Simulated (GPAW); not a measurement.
# MgO (Fm-3m) in GPAW: single point with LDA

Aim: the single point of MgO with LDA.

All numbers are computed with GPAW 26.7.0; they aren't measurements. Logs are shortened: lines on timing, memory, paths and dates and some standing lists are left out, and cuts for length are marked. The log counts tension as positive stress, the text compression.

**Experimental background.**

“Electronic structure of alkaline earth and post-transition metal oxides”, 2009, arxiv:0908.1581 quotes, for a bulk crystal of MgO: band gap 7.83 eV.

The runs below are set against these values where they give the same quantity.

## (1) The crystal as given

Symmetry: Fm-3m, No. 225, cubic system. Conventional cell: a = 4.194 Å, b = 4.194 Å, c = 4.194 Å, α = 90.00°, β = 90.00°, γ = 90.00°. Mg (site symmetry m-3m) is surrounded by 6 O at 2.10 Å. O (site symmetry m-3m) has 6 Mg at 2.10 Å as nearest neighbours.

The cell is a database's computed one.

## (2) Single point, LDA

run.py

```python
from ase import Atoms
from ase.dft.bandgap import bandgap
from ase.io import write
from ase.units import GPa
from gpaw import GPAW, PW

atoms = Atoms(['Mg', 'O'],
              cell=[[0.0, 2.0970013927, 2.0970013927],
                    [2.0970013927, 0.0, 2.0970013927],
                    [2.0970013927, 2.0970013927, 0.0]],
              scaled_positions=[[0.0, 0.0, 0.0],
                                [0.5, 0.5, 0.5]],
              pbc=True)

calc = GPAW(mode=PW(600),
            xc='LDA',
            kpts={'size': (9, 9, 9), 'gamma': True},
            occupations={'name': 'fermi-dirac', 'width': 0.05},
            nbands=16,
            maxiter=120,
            txt='gpaw.txt')
atoms.calc = calc
energy = atoms.get_potential_energy()
forces = atoms.get_forces()
stress = atoms.get_stress()
calc.write('gs.gpw')
write('result.traj', atoms)
print(f'Energy: {energy:.6f} eV')
print('Forces (eV/A):')
print(forces.round(4))
print('Stress (GPa):', (stress / GPa).round(3))
print('Fermi level:', round(calc.get_fermi_level(), 4), 'eV')
print(f'Gap: {bandgap(calc)[0]:.4f} eV, direct: {bandgap(calc, direct=True)[0]:.4f} eV')
```

Potentials or basis: the program's PAW data sets (release 1.2.1) made for this functional, pw.

Run with:

```
OMP_NUM_THREADS=1 python run.py
```

gpaw.txt:

```text
__  _  _
 | _ |_)|_||  |
 |__||  | ||/\| - 26.7.0

Input parameters:
  mode=PW(ecut=600.0),
  kpts=MonkhorstPack(size=(9, 9, 9), gamma=True),
  maxiter=120,
  nbands=16,
  occupations=Occupations(name='fermi-dirac', width=0.05),
  xc=XC(name='LDA')

Diagonalizing LCAO Hamiltonian
Converting LCAO to pw mode

              O

       Mg

Atoms  # Å, Bohr magnetons
|   | symbol |        x |        y |        z |    initial magnetic moments |
|---|--------|----------|----------|----------|-----------------------------|
| 0 |     Mg | 0.000000 | 0.000000 | 0.000000 | ( 0.0000,  0.0000,  0.0000) |
| 1 |      O | 2.097001 | 2.097001 | 2.097001 | ( 0.0000,  0.0000,  0.0000) |

Unit cell  # Å
| periodic |        x |        y |        z |  lengths |    angles |
|----------|----------|----------|----------|----------|-----------|
|      yes | 0.000000 | 2.097001 | 2.097001 | 2.965608 | 60.000000 |
|      yes | 2.097001 | 0.000000 | 2.097001 | 2.965608 | 60.000000 |
|      yes | 2.097001 | 2.097001 | 0.000000 | 2.965608 | 60.000000 |

Number of symmetries: 48
Symmetry operations  # r_c * U_cc + t_c -> r_c
|    | kind |            matrix            |
|----|------|------------------------------|
|  0 |  σ   |  1, 0, 0,  1, 0,-1,  1,-1, 0 |
|  1 |  C2  |  1, 0, 0,  1,-1, 0,  1, 0,-1 |
|  2 |  E   |  1, 0, 0,  0, 1, 0,  0, 0, 1 |
|  3 |  σ   |  1, 0, 0,  0, 0, 1,  0, 1, 0 |
|  4 |  C4  |  1, 0,-1,  1, 0, 0,  1,-1, 0 |
|  5 |  S6  |  1, 0,-1,  1,-1, 0,  1, 0, 0 |
|  6 |  σ   |  1, 0,-1,  0, 1,-1,  0, 0,-1 |
|  7 |  C3  |  1, 0,-1,  0, 0,-1,  0, 1,-1 |
|  8 |  S6  |  1,-1, 0,  1, 0, 0,  1, 0,-1 |
|  9 |  C4  |  1,-1, 0,  1, 0,-1,  1, 0, 0 |
| 10 |  C3  |  1,-1, 0,  0,-1, 1,  0,-1, 0 |
| 11 |  σ   |  1,-1, 0,  0,-1, 0,  0,-1, 1 |
| 12 |  σ   |  0, 1, 0,  1, 0, 0,  0, 0, 1 |
| 13 |  C4  |  0, 1, 0,  0, 1,-1, -1, 1, 0 |
| 14 |  C3  |  0, 1, 0,  0, 0, 1,  1, 0, 0 |
| 15 |  S6  |  0, 1, 0, -1, 1, 0,  0, 1,-1 |
| 16 |  C2  |  0, 1,-1,  1, 0,-1,  0, 0,-1 |
| 17 |  σ   |  0, 1,-1,  0, 1, 0, -1, 1, 0 |
| 18 |  S4  |  0, 1,-1,  0, 0,-1,  1, 0,-1 |
| 19 |  C4  |  0, 1,-1, -1, 1, 0,  0, 1, 0 |
| 20 |  C3  |  0, 0, 1,  1, 0, 0,  0, 1, 0 |
| 21 |  σ   |  0, 0, 1,  0, 1, 0,  1, 0, 0 |
| 22 |  S6  |  0, 0, 1,  0,-1, 1, -1, 0, 1 |
| 23 |  C4  |  0, 0, 1, -1, 0, 1,  0,-1, 1 |
| 24 |  S4  |  0, 0,-1,  1, 0,-1,  0, 1,-1 |
| 25 |  C3  |  0, 0,-1,  0, 1,-1,  1, 0,-1 |
| 26 |  C2  |  0, 0,-1,  0,-1, 0, -1, 0, 0 |
| 27 |  S6  |  0, 0,-1, -1, 0, 0,  0,-1, 0 |
| 28 |  S4  |  0,-1, 1,  1,-1, 0,  0,-1, 0 |
| 29 |  C4  |  0,-1, 1,  0, 0, 1, -1, 0, 1 |
| 30 |  C2  |  0,-1, 1,  0,-1, 0,  1,-1, 0 |
| 31 |  σ   |  0,-1, 1, -1, 0, 1,  0, 0, 1 |
| 32 |  C3  |  0,-1, 0,  1,-1, 0,  0,-1, 1 |
| 33 |  S6  |  0,-1, 0,  0, 0,-1, -1, 0, 0 |
| 34 |  S4  |  0,-1, 0,  0,-1, 1,  1,-1, 0 |
| 35 |  C2  |  0,-1, 0, -1, 0, 0,  0, 0,-1 |
| 36 |  C2  | -1, 1, 0,  0, 1, 0,  0, 1,-1 |
| 37 |  S6  | -1, 1, 0,  0, 1,-1,  0, 1, 0 |
| 38 |  S4  | -1, 1, 0, -1, 0, 1, -1, 0, 0 |
| 39 |  C3  | -1, 1, 0, -1, 0, 0, -1, 0, 1 |
| 40 |  S6  | -1, 0, 1,  0, 0, 1,  0,-1, 1 |
| 41 |  C2  | -1, 0, 1,  0,-1, 1,  0, 0, 1 |
| 42 |  C3  | -1, 0, 1, -1, 1, 0, -1, 0, 0 |
| 43 |  S4  | -1, 0, 1, -1, 0, 0, -1, 1, 0 |
| 44 |  C2  | -1, 0, 0,  0, 0,-1,  0,-1, 0 |
| 45 |  i   | -1, 0, 0,  0,-1, 0,  0, 0,-1 |
| 46 |  σ   | -1, 0, 0, -1, 1, 0, -1, 0, 1 |
| 47 |  C2  | -1, 0, 0, -1, 0, 1, -1, 1, 0 |

BZ-sampling:
  Number of BZ points: 729
  Number of IBZ points: 35

  Monkhorst-Pack size: [9, 9, 9]
  Monkhorst-Pack shift: [0, 0, 0]

K-points  # in reciprocal-cell coordinates
|     |                                coordinates |     weight |
|-----|--------------------------------------------|------------|
|   0 | (  0.00000000,   0.00000000,   0.00000000) | 0.00137174 |
|   1 | (  0.11111111,   0.11111111,   0.00000000) | 0.00823045 |
|   2 | (  0.11111111,   0.11111111,   0.11111111) | 0.01097394 |
|   3 | (  0.22222222,   0.11111111,   0.11111111) | 0.01646091 |
|   4 | (  0.22222222,   0.22222222,   0.00000000) | 0.00823045 |
|   5 | (  0.22222222,   0.22222222,   0.11111111) | 0.03292181 |
|   6 | (  0.22222222,   0.22222222,   0.22222222) | 0.01097394 |
|   7 | (  0.33333333,   0.22222222,   0.11111111) | 0.03292181 |
|   8 | (  0.33333333,   0.22222222,   0.22222222) | 0.03292181 |
|   9 | (  0.33333333,   0.33333333,  -0.33333333) | 0.01646091 |
| ... |                                            |            |
|  34 | (  0.44444444,   0.44444444,   0.44444444) | 0.01097394 |

Plane wave coefficients: 625
Cutoff: 600.0 eV

Spin-components: 1 (collinear spins)
Bands:           16
Projectors:      10
Spin-degeneracy: 2
Datatype:        complex128

Parallelization:
  kpt:    1
  domain: 1
  band:   1

Density:
  Valence electrons: 16.0
  Components: 1
  Grid points: [18 18 18]
  Charge: 0.0  # |e|

Potential:
  Grid points: [18 18 18]

species:
  Mg:
    name:    Magnesium
    Z:       12.0
    valence: 10
    core:    2
    charge:  0.0  # [|e|]
    compensation charges:
      type: gauss
      rc: 0.33  # [Å]
      lmax: 2
    cutoffs:
      filter: 1.86  # [Å]
      core: 0.54  # [Å]
    projectors
    | kind |    occ | energy [eV] | rcut [Å] |
    |------|--------|-------------|----------|
    |   2s |  2.000 |     -79.291 |    1.090 |
    |   3s |  2.000 |      -4.782 |    1.090 |
    |   2p |  6.000 |     -46.725 |    1.085 |
    |   3p |  0.000 |      -1.374 |    1.085 |
    |    d |        |       0.000 |    1.037 |

    Using partial waves for Mg as LCAO basis

  O:
    name:    Oxygen
    Z:       8.0
    valence: 6
    core:    2
    charge:  0.0  # [|e|]
    compensation charges:
      type: gauss
      rc: 0.21  # [Å]
      lmax: 2
    cutoffs:
      filter: 1.17  # [Å]
      core: 0.83  # [Å]
    projectors
    | kind |    occ | energy [eV] | rcut [Å] |
    |------|--------|-------------|----------|
    |   2s |  2.000 |     -23.752 |    0.688 |
    |   2p |  4.000 |      -9.195 |    0.598 |
    |    s |        |       3.459 |    0.688 |
    |    p |        |      18.016 |    0.598 |
    |    d |        |       0.000 |    0.619 |

    Using partial waves for O as LCAO basis

Reference energy: -7455.138085  # eV

eigensolver:
  PPCG
  Converge bands: occupied
  niter=2

density mixing:
  MSR1-Mixer
  Pratt-step length: 0.05
  Maximum mixing coefficient: 0.75
  Old densities: 10
  SVD Regularization: 0.005
  Good broyden scale: 1.0
  Trust region scale: 1.0
  Backstep threshold: 4.0
  History deletion threshold: 6.0
  Fourier metric: weight=20.0, sigma=0.015

occupation numbers:
  Fermi-Dirac:
    width: 0.0500  # eV

poisson solver:
  ecut: 4800.0  # eV

xc functional:
  name: None

convergence criteria:
- Maximum [total energy] change in last 3 cyles: 0.0005 eV / valence electron
- Maximum integral of absolute [dens]ity change: 0.0001 electrons / valence electron
- Maximum integral of absolute [eigenst]ate change: 4e-08 eV^2 / valence electron
maximum number of iterations: 120

SCF iterations
|iter     | |      energy | eigst |  dens |
|---------|-|-------------|-------|-------|
|iter:   1| |  -14.841379 | +0.03 |       |
|iter:   2| |  -14.492914 | -2.55 | -0.99 |
|iter:   3| |  -13.516791 | -1.60 | -1.05 |
|iter:   4| |  -13.505817 | -3.71 | -1.60 |
|iter:   5| |  -13.502823 | -4.02 | -1.88 |
|iter:   6| |  -13.502820c| -6.37 | -3.08 |
|iter:   7| |  -13.502823c| -7.03 | -3.48 |
|iter:   8| |  -13.502823c| -8.81c| -4.56c|

Converged in 8 steps
Energy contributions relative to reference atoms: (reference = -7455.138085)

Energy contributions:
  Kinetic:          10.393022
  Coulomb:          -8.538778
  Zero:              0.039709
  External:          0.000000
  Xc:              -15.396776
  Entropy:          -0.000000
  Spinorbit:         0.000000
  ----------------------------
  Free energy:     -13.502823
  Extrapolated:    -13.502823

dipole moment: (-6.062982, -6.062982, -6.062982)  # |e|*Ang

Fermi level: 5.593
Eigenvalues  # (at kpt = [0.000, 0.000, 0.000])
| band index |      eig [eV] | occ [0-2] |
|------------|---------------|-----------|
|          0 |       -66.881 |     2.000 |
|          1 |       -34.299 |     2.000 |
|          2 |       -34.299 |     2.000 |
|          3 |       -34.299 |     2.000 |
|          4 |       -12.410 |     2.000 |
|          5 |         4.638 |     2.000 |
[... 8 lines left out ...]
|         14 |        25.988 |     0.000 |
|         15 |        28.934 |     0.000 |

Gap: 4.798 eV
Transition (v -> c):
  (s=0, k=0, n=7, [0.00, 0.00, 0.00]) -> (s=0, k=0, n=8, [0.00, 0.00, 0.00])
No difference between direct/indirect transitions

Forces  # eV/Ang
|       x |        y |        z |
|---------|----------|----------|
| 0.00000 |  0.00000 | -0.00000 |  # Mg   0
| 0.00000 | -0.00000 | -0.00000 |  # O    1

Stress tensor  # eV/Ang^3
|        x |        y |        z |
|----------|----------|----------|
| 0.055591 | 0.000000 | 0.000000 |
| 0.000000 | 0.055591 | 0.000000 |
| 0.000000 | 0.000000 | 0.055591 |

# Writing to gs.gpw (mode='')
```

Run time: 7.6 s. Hardware: 1 thread of Arm Neoverse V2, shared host; peak memory 0.13 GiB.

Results:

```
Free energy            : -13.5028 eV
Pressure               : -8.9 GPa
Band gap on the k mesh : 4.80 eV, direct
```

Levels at points of the mesh, in eV from the valence-band top:
| k point | band 6 | band 7 | band 8 | band 9 | band 10 | band 11 |
| --- | --- | --- | --- | --- | --- | --- |
| (0.00, 0.00, 0.00) | 0.00 | 0.00 | 0.00 | 4.80 | 15.63 | 15.63 |

Caveat: the cutoff is short for stress and forces, so pressures can be off by a GPa or more.

## (3) Against experiment

Step 2. A measured gap of MgO is 7.83 eV (quoted in “Electronic structure of alkaline earth and post-transition metal oxides”, 2009, arxiv:0908.1581); the calculated 4.80 eV misses it by -3.03 eV. The value is that of LDA, without temperature or zero-point motion. Semilocal functionals fall short of measured gaps as a rule. The cell is a database's relaxed one, not the measured one, which moves gaps too.
